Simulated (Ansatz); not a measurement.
# AlN (rocksalt): zone-centre phonons and dielectric response

Perturbation theory with PBEsol in Ansatz 0.2.0 on the PBEsol cell, ground state and force constants on a 10×10×10 mesh. The cell comes from a prototype generator: it can be a known phase or a hypothetical one. Spin polarisation is off.

The symmetry is Fm-3m (No. 225, cubic); conventional cell a = 4.045 Å, 8.27 Å³ an atom. Al has 6 N at 2.02 Å; N has 6 Al at 2.02 Å.

```cif
data_structure
_symmetry_space_group_name_H-M 'Fm-3m'
_symmetry_Int_Tables_number 225
_cell_length_a 4.0452
_cell_length_b 4.0452
_cell_length_c 4.0452
_cell_angle_alpha 90.000
_cell_angle_beta 90.000
_cell_angle_gamma 90.000
_cell_volume 66.20
loop_
_atom_site_label
_atom_site_type_symbol
_atom_site_symmetry_multiplicity
_atom_site_Wyckoff_symbol
_atom_site_fract_x
_atom_site_fract_y
_atom_site_fract_z
_atom_site_occupancy
Al1 Al 4 a 0.00000 0.00000 0.00000 1
N1 N 4 b 0.50000 0.00000 0.00000 1
```

Optical modes without the longitudinal term:

| ω (cm⁻¹) | degeneracy | IR intensity, summed over the level ((D/Å)²/amu) |
| --- | --- | --- |
| 463 | 3 | 66.18 |

The optical mode at Γ lies at 463 cm⁻¹ without the longitudinal term. With the long-range field the highest mode reaches 874 cm⁻¹.

The clamped-ion dielectric constant comes out as 5.17 in all directions. With the ions relaxed, ε⁰ is 18.4 in all directions. Born charges, averaged over directions: Al +2.97, N -2.97 e.

With one polar mode in a cubic crystal the Lyddane-Sachs-Teller relation applies: (ω_LO/ω_TO)² = (874.2/463.0)² = 3.565, and ε⁰/ε∞ = 18.435/5.170 = 3.565. The refractive index √ε∞ is 2.27.

For comparison, on the r2SCAN cell the mean ε∞ is 4.75 with r2SCAN (ground state on 10×10×10; least gap 5.52 eV), 5.11 with PBE (ground state on 10×10×10; least gap 4.67 eV).
